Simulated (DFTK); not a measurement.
Runs of DFTK 0.8.2 on Ge. Symmetry: Fd-3m, No. 227, cubic system. Conventional cell: a = 5.658 Å, b = 5.658 Å, c = 5.658 Å, α = 90.00°, β = 90.00°, γ = 90.00°. Around Ge (site symmetry -43m) lie 4 Ge at 2.45 Å. 

```tsv
task	level	potentials or basis	k mesh	cutoff (eV)	valence electrons	SCF solver	mesh quality	gap on the mesh (eV)	pressure (GPa)
band structure	LDA	cp2k.nc.sr.lda.v0_1.largecore.gth (LDA, GTH)	8 × 8 × 8	544	Ge 4	-	not flagged	none	-3.0
band structure	r2SCAN	in-house norm-conserving set (r2SCAN, scalar relativistic)	5 × 5 × 5	1225	Ge 14	-	not flagged	0.46	(c)
single point	PBE	dojo.nc.sr.pbe.v0_4_1.standard.upf (PBE)	8 × 8 × 8	1061	Ge 14	-	not flagged	none	3.7
band structure	BJ06	cp2k.nc.sr.pbe.v0_1.semicore.gth (PBE, GTH)	8 × 8 × 8	789	Ge 4	-	not flagged	0.66	-
band structure	TASK	in-house norm-conserving set (r2SCAN, scalar relativistic)	5 × 5 × 5	1225	Ge 14	ScfAndersonSolver	not flagged	0.71	(a)
band structure	PBE	cp2k.nc.sr.pbe.v0_1.largecore.gth (PBE, GTH)	8 × 8 × 8	599	Ge 4	-	not flagged	0.07	(b)
```

Alike in all rows: no spin polarisation; cell as given; smearing fermi-dirac 0.05 eV.

Fill in the values left out.

(a) 5.5; (b) 3.4; (c) 0.6.

Caveats: GTH potentials come without recommended cutoffs, and this one wasn't checked for convergence (some runs); this crystal is a semiconductor, whose small gap the functional closes, so the metal is an error of the method (some runs); the potentials were made for another functional, which shifts forces and pressure (some runs); the program leaves the constant c of mgga_x_tb09 at 1, so the potential is Becke-Johnson's (BJ06) and not Tran and Blaha's, with levels but no total energy (some runs); the program warned that the kinetic-energy density falls under its von Weizsäcker bound, which can give unphysical results (some runs).

A k mesh can miss the band edges, and the runs leave out spin-orbit coupling on Ge.

A gap of «none» marks a metal or a gap under the smearing width.

Not every run made on this cell is shown here.
